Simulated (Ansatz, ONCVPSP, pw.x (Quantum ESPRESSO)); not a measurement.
## pw.x on fcc Ru: one setting changed

Potential: optimised norm-conserving Vanderbilt (ONCV), ONCVPSP 4.0.1.1 (patched build), PBE; core [Ar] 3d10, reference 4s2 4p6 4d7 5s0.5; waves: 4s+5s: rc 1.75 bohr, ncon 4, nbas 7, qcut 5.7 1/bohr, 2 projectors; 4p: rc 1.76 bohr, ncon 4, nbas 7, qcut 6.9 1/bohr, 1 projector; 4d: rc 2.00 bohr, ncon 3, nbas 8, qcut 6.8 1/bohr, 1 projector; local part: polynomial inside 1.10 bohr (lpopt 5, dvloc0 1 Ha); core correction: Teter function, fcfact 5.25, rcfact 1.05.

The reference run (k-mesh 15³, cutoffs 50/200 Ry, Fermi–Dirac 0.01 Ry, mixing_beta 0.4, conv_thr 1e-9, no spin) gives -2.80 GPa at 13.814 Å³/atom, where all-electron LAPW gives 0.83 GPa. This run, with its own iteration cap, changes degauss to 0.005.

```
&control
  calculation='scf', prefix='x', pseudo_dir='./', outdir='./tmp', tstress=.true., disk_io='none'
/
&system
  ibrav=0, nat=1, ntyp=1, ecutwfc=50, ecutrho=200, nbnd=16,
  occupations='smearing', smearing='fd', degauss=0.005
/
&electrons
  conv_thr=1e-09, mixing_beta=0.4, electron_maxstep=70
/
ATOMIC_SPECIES
Ru 1.0 Ru.UPF
CELL_PARAMETERS angstrom
  0.00000000 1.90442183 1.90442183
  1.90442183 0.00000000 1.90442183
  1.90442183 1.90442183 0.00000000
ATOMIC_POSITIONS crystal
Ru 0.0000 0.0000 0.0000
K_POINTS automatic
15 15 15 0 0 0
```

```bash
pw.x < Ru.scf.in > Ru.scf.out
```

Problem. How does the run end?

Solution. It converges in 11 iterations; the free energy moves by +23.1 meV/atom and the pressure by -0.46 GPa. In a metal, with Fermi–Dirac smearing, F lies below its zero-width value by a term in the square of the width.

```
Message from routine setup:
     using ibrav=0 with symmetry is DISCOURAGED, use correct ibrav instead
     lattice parameter (alat)  =       5.0895  a.u.
     unit-cell volume          =      93.2215 (a.u.)^3
     number of electrons       =        16.00
     number of Kohn-Sham states=           16
     kinetic-energy cutoff     =      50.0000  Ry
     charge density cutoff     =     200.0000  Ry
     scf convergence threshold =      1.0E-09
     Exchange-correlation= PBE
     number of k points=   120  Fermi-Dirac smearing, width (Ry)=  0.0050
     iteration #  1     ecut=    50.00 Ry     beta= 0.40
     total energy              =    -195.35893672 Ry
     estimated scf accuracy    <       0.67527785 Ry
     iteration #  2     ecut=    50.00 Ry     beta= 0.40
     total energy              =    -195.43991347 Ry
     estimated scf accuracy    <       0.02167461 Ry
     iteration #  3     ecut=    50.00 Ry     beta= 0.40
     total energy              =    -195.44402044 Ry
     estimated scf accuracy    <       0.00152587 Ry
     [... 5 iterations left out ...]
     iteration #  9     ecut=    50.00 Ry     beta= 0.40
     total energy              =    -195.44417730 Ry
     estimated scf accuracy    <          4.8E-09 Ry
     iteration # 10     ecut=    50.00 Ry     beta= 0.40
     total energy              =    -195.44417730 Ry
     estimated scf accuracy    <          2.9E-09 Ry
     iteration # 11     ecut=    50.00 Ry     beta= 0.40
     the Fermi energy is    23.0146 ev
!    total energy              =    -195.44417730 Ry
     estimated scf accuracy    <          1.4E-10 Ry
     smearing contrib. (-TS)   =      -0.00109419 Ry
     The total energy is F=E-TS. E is the sum of the following terms:
     one-electron contribution =     -35.27353044 Ry
     hartree contribution      =      29.06137256 Ry
     xc contribution           =     -26.16086672 Ry
     ewald contribution        =    -163.07005852 Ry
     convergence has been achieved in  11 iterations
          total   stress  (Ry/bohr**3)                   (kbar)     P=      -32.55
     Message from routine punch:
     Nothing written, as per user request (disk_io='none')
```

The run took about 28 s on one core of a shared host (Neoverse-N1, 64 threads, 124 GiB, load 59).
